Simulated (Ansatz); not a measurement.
The system is C.

```xyz
2
Lattice="0.0000 1.7834 1.7834 1.7834 0.0000 1.7834 1.7834 1.7834 0.0000" Properties=species:S:1:pos:R:3 pbc="T T T"
C     2.6751    2.6751    2.6751
C     1.7834    1.7834    1.7834
```

This isn't the form of C at room conditions, which is graphite.

Base run:

| Quantity | Value |
| --- | --- |
| Program | Ansatz 0.2.0 |
| Functional | revPBE |
| Potentials or basis | Ansatz PAW |
| Cutoff | 420 eV (not typed: the program's choice for these potentials) |
| k mesh | 13 × 13 × 13 |
| Occupations | fermi-dirac, width 0.05 eV |
| Spin | no spin polarisation |

Its results: band gap on the k mesh 4.14 eV, indirect (least direct gap 5.60 eV); pressure 6.4 GPa.

Question: The run is repeated on the same cell with these changes: functional from revPBE to revPBE0; k mesh from 13 × 13 × 13 to 7 × 7 × 7. What comes out?

Answer: Band gap on the k mesh 6.16 eV, indirect (least direct gap 7.71 eV); pressure -4.7 GPa.

Several settings changed at once, so the effect can't be laid on one alone.

Caveats: some runs use coarse meshes; the PAW data sets come from PBE, with cores solved anew for the run's functional, which leaves a small shift of forces and pressure; the k mesh misses the band edges, so the gap on the mesh is wider than the one along the path (some runs); the thresholds are loose for stress (some runs).
